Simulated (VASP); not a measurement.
# GaN: relaxation of cell and atoms with PBE+D3(BJ)

Crystal: GaN.

```
Ga N
1.0
     0.00000    2.13524    2.13524
     2.13524    0.00000    2.13524
     2.13524    2.13524    0.00000
Ga N
1 1
Direct
  0.00000 0.00000 0.00000
  0.50000 0.50000 0.50000
```

Measurements of this composition are mostly on another form, of space group No. 186.

* Program: VASP 6.6.1
* Task: relaxation of cell and atoms
* Functional: PBE
* Dispersion: D3(BJ)
* Potentials or basis: VASP PAW PBE potentials, release 64 (Ga_d, N)
* Cutoff: 600 eV
* k mesh: 14 × 14 × 14
* Occupations: gaussian, width 0.02 eV
* Spin: no spin polarisation
* Further INCAR settings: ALGO = Normal; EDIFF = 1e-07; IBRION = 2; EDIFFG = -0.005; NSW = 90; ISIF = 3

The relaxed volume is 9.51 Å³/atom. The relaxed cell is a = 2.997 Å, b = 2.997 Å, c = 2.997 Å, α = 60.00°, β = 60.00°, γ = 60.00° and the space group after relaxing (to 0.05 Å) is Fm-3m (No. 225). The energy gained by relaxing is 3.4 meV/atom. The ionic steps are 3 and the pressure after relaxing is 0.0 GPa. The band gap on the k mesh is 0.54 eV, indirect (least direct gap 2.65 eV). The dispersion energy per atom is -0.305 eV.

The path:
```csv
step,energy change (eV),largest force (eV/Å),pressure (GPa),volume (Å³)
1,0.0000,0.0000,-4.87,19.47
2,-0.0015,0.0000,4.67,18.65
3,-0.0069,0.0000,0.00,19.03
```

Final structure:
```yaml
crystal:
  lattice:
    - [0.00000, 2.11892, 2.11892]
    - [2.11892, 0.00000, 2.11892]
    - [2.11892, 2.11892, 0.00000]
  atoms:
    - { symbol: Ga, position: [0.00000, 0.00000, 0.00000] }
    - { symbol: N, position: [0.50000, 0.50000, 0.50000] }
```

Levels at points of the mesh, in eV from the valence-band top:
| k point | band 7 | band 8 | band 9 | band 10 | band 11 | band 12 |
| --- | --- | --- | --- | --- | --- | --- |
| (0.00, 0.00, 0.00) | -0.51 | -0.51 | -0.51 | 2.14 | 14.67 | 14.67 |
| (0.50, 0.00, 0.00) | -8.21 | -0.17 | -0.17 | 4.66 | 9.05 | 9.05 |
| (0.50, 0.50, 0.00) | -7.06 | -3.01 | -3.01 | 0.54 | 7.82 | 11.84 |

It took 20 s on 1 thread of Intel(R) Xeon(R) 6975P-C (Granite Rapids), on a shared host, peak memory 0.18 GiB.

A k mesh can miss the band edges.
